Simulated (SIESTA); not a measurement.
Be2C under changes of volume

One of the cells (6.901 Å³/atom); the others are scaled copies at fixed shape and fractional positions:

```
C Be
1.0
     0.00000    2.17934    2.17934
     2.17934    0.00000    2.17934
     2.17934    2.17934    0.00000
C Be
1 2
Direct
  0.00000 0.00000 0.00000
  0.75000 0.75000 0.75000
  0.25000 0.25000 0.25000
```

```yaml
Program: SIESTA 5.4.2
Functional: PBEsol
Potentials_or_basis: PseudoDojo 0.4 standard (PBEsol files)
Basis: DZP (energy shift 0.003 Ry; two zetas on semicore shells)
Grid_cutoff: 800 Ry
Energy_shift: 0.003 Ry
k_mesh: 11 × 11 × 11
Occupations: fermi-dirac, width 0.05 eV
Spin: no spin polarisation
```

| volume (Å³/atom) | energy over the lowest point (meV/atom) | pressure (GPa) | gap on the mesh (eV) |
| --- | --- | --- | --- |
| 6.359 | 16.24 | 14.2 | 1.00 |
| 6.495 | ? | ? | ? |
| 6.630 | 0.89 | 4.3 | 1.05 |
| 6.901 | 0.00 | -3.0 | 1.09 |
| 7.036 | 4.02 | -6.5 | 1.11 |
| 7.171 | 11.13 | -10.3 | 1.12 |

Question: What does the run at 6.495 Å³/atom give?

Answer: Energy over the lowest point 6.44 meV/atom; pressure 9.0 GPa; gap on the mesh 1.02 eV.

Worked out: A Birch-Murnaghan fit of order 3 (a polynomial in V^(-2/3)) to the other rows has its minimum at 6.78 Å³/atom with B0 = V·E''(V) = 193 GPa and B' = 3.0. It gives 6.61 meV/atom at 6.495 Å³/atom, against the run's 6.44, and -dE/dV = 9.0 GPa, against 9.0. A straight line through the other rows of the gap, of slope 1.02 eV per unit of ln V, gives 1.03 eV, against the run's 1.02.

Energies are extrapolated to zero smearing.

Caveats: short orbitals over semicore shells can move pressures by several GPa; an odd mesh through Γ misses points on the zone boundary, where band edges often lie; the basis of atomic orbitals isn't converged, which shifts pressures, moduli and gaps.
